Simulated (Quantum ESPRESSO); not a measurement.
Crystal: Pb.

```xyz
2
Lattice="3.0386 -1.7503 0.0000 3.0386 1.7503 0.0000 -2.1155 0.0000 6.0952" Properties=species:S:1:pos:R:3 pbc="T T T"
Pb    3.9848    0.0000    4.4269
Pb   -0.0230    0.0000    1.6683
```

This isn't the form of Pb at room conditions, which is fcc.

```yaml
Program: Quantum ESPRESSO 7.5
Task: single point
Functional: PBEsol
Potentials_or_basis: GBRV 1.5 PBEsol
Cutoff: 612 eV
Density_cutoff: 4898 eV
k_mesh: 9 × 9 × 5
Occupations: fermi-dirac, width 0.05 eV
Spin: no spin polarisation
```

On this cell: pressure -2.0 GPa; largest force 0.141 eV/Å; band gap on the k mesh none (metal or under the smearing width).

The same run follows on a disturbed copy (atoms moved at random, drawn with an rms of 0.05 Å):

```xyz
2
Lattice="3.0386 -1.7503 0.0000 3.0386 1.7503 0.0000 -2.1155 0.0000 6.0952" Properties=species:S:1:pos:R:3 pbc="T T T"
Pb    3.9634    0.0235    4.4427
Pb   -0.0398   -0.0191    1.6547
```

Question: What changes?

Answer: The energy (extrapolated to zero smearing) moves by +2.7 meV/atom; pressure -2.1 GPa; largest force 0.198 eV/Å; band gap on the k mesh none (metal or under the smearing width).

Forces on the atoms (eV/Å):
```
Pb   0.027 -0.010 -0.196
Pb  -0.027  0.010  0.196
```

Stress tensor (GPa, compression positive):
```
-2.07 -0.06 -0.02
-0.06 -2.10 -0.11
-0.02 -0.11 -2.05
```
